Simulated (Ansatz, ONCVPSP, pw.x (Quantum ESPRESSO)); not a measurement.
pw.x on bcc Ni: one setting changed

Potential: optimised norm-conserving Vanderbilt (ONCV), ONCVPSP 4.0.1.1 (patched build), PBE; core [Ne], reference 3s2 3p6 3d8 4s2; waves: 3s+4s: rc 1.45 bohr, ncon 5, nbas 8, qcut 7.6 1/bohr, 2 projectors; 3p: rc 1.10 bohr, ncon 4, nbas 7, qcut 12.3 1/bohr, 1 projector; 3d: rc 1.65 bohr, ncon 5, nbas 9, qcut 10.3 1/bohr, 2 projectors, debl 3.5 Ha; local part: polynomial inside 1.00 bohr (lpopt 2, dvloc0 6 Ha); core correction: Teter function, fcfact 4.25, rcfact 2.08.

The reference run (k-mesh 16³, cutoffs 120/480 Ry, Fermi–Dirac 0.01 Ry, mixing_beta 0.4, conv_thr 1e-9, no spin) gives 1.19 GPa at 10.983 Å³/atom, where all-electron LAPW gives -0.48 GPa. This run, with its own iteration cap, changes nspin = 2 with starting_magnetization to 0.2.

```
&control
  calculation='scf', prefix='x', pseudo_dir='./', outdir='./tmp', tstress=.true., disk_io='none'
/
&system
  ibrav=0, nat=1, ntyp=1, ecutwfc=120, ecutrho=480, nbnd=17,
  occupations='smearing', smearing='fd', degauss=0.01, nspin=2, starting_magnetization(1)=0.2
/
&electrons
  conv_thr=1e-09, mixing_beta=0.4, electron_maxstep=50
/
ATOMIC_SPECIES
Ni 1.0 Ni.UPF
CELL_PARAMETERS angstrom
  -1.40029756 1.40029756 1.40029756
  1.40029756 -1.40029756 1.40029756
  1.40029756 1.40029756 -1.40029756
ATOMIC_POSITIONS crystal
Ni 0.0000 0.0000 0.0000
K_POINTS automatic
16 16 16 0 0 0
```

```bash
pw.x < Ni.scf.in > Ni.scf.out
```

Q: How does the run end?

A: It converges in 12 iterations; the free energy moves by -4.8 meV/atom and the pressure by +0.84 GPa.

```
Message from routine setup:
     using ibrav=0 with symmetry is DISCOURAGED, use correct ibrav instead
     lattice parameter (alat)  =       4.5833  a.u.
     unit-cell volume          =      74.1170 (a.u.)^3
     number of electrons       =        18.00
     number of Kohn-Sham states=           17
     kinetic-energy cutoff     =     120.0000  Ry
     charge density cutoff     =     480.0000  Ry
     scf convergence threshold =      1.0E-09
     Exchange-correlation= PBE
     atomic species   magnetization
     number of k points=   145  Fermi-Dirac smearing, width (Ry)=  0.0100
     iteration #  1     ecut=   120.00 Ry     beta= 0.40
     total energy              =    -356.71831325 Ry
     estimated scf accuracy    <       0.20102157 Ry
     total magnetization       =     1.16 Bohr mag/cell
     absolute magnetization    =     1.22 Bohr mag/cell
     iteration #  2     ecut=   120.00 Ry     beta= 0.40
     total energy              =    -356.75603765 Ry
     estimated scf accuracy    <       0.09202575 Ry
     total magnetization       =     0.97 Bohr mag/cell
     absolute magnetization    =     1.07 Bohr mag/cell
     iteration #  3     ecut=   120.00 Ry     beta= 0.40
     total energy              =    -356.76493391 Ry
     estimated scf accuracy    <       0.00539880 Ry
     total magnetization       =     0.64 Bohr mag/cell
     absolute magnetization    =     0.75 Bohr mag/cell
     [... 6 iterations left out ...]
     iteration # 10     ecut=   120.00 Ry     beta= 0.40
     total energy              =    -356.76650992 Ry
     estimated scf accuracy    <       0.00000002 Ry
     total magnetization       =     0.46 Bohr mag/cell
     absolute magnetization    =     0.51 Bohr mag/cell
     iteration # 11     ecut=   120.00 Ry     beta= 0.40
     total energy              =    -356.76650994 Ry
     estimated scf accuracy    <          1.4E-09 Ry
     total magnetization       =     0.46 Bohr mag/cell
     absolute magnetization    =     0.51 Bohr mag/cell
     iteration # 12     ecut=   120.00 Ry     beta= 0.40
     the Fermi energy is    18.0603 ev
!    total energy              =    -356.76650995 Ry
     estimated scf accuracy    <          5.0E-11 Ry
     smearing contrib. (-TS)   =      -0.00847786 Ry
     The total energy is F=E-TS. E is the sum of the following terms:
     one-electron contribution =    -167.68691206 Ry
     hartree contribution      =      97.65189036 Ry
     xc contribution           =     -63.92786114 Ry
     ewald contribution        =    -222.79514925 Ry
     total magnetization       =     0.46 Bohr mag/cell
     absolute magnetization    =     0.51 Bohr mag/cell
     convergence has been achieved in  12 iterations
          total   stress  (Ry/bohr**3)                   (kbar)     P=       20.30
     Message from routine punch:
     Nothing written, as per user request (disk_io='none')
```

The run took about 43 s on one core of a shared host (AMD EPYC 9R45 96-Core Processor, 96 threads, 376 GiB, load 11).
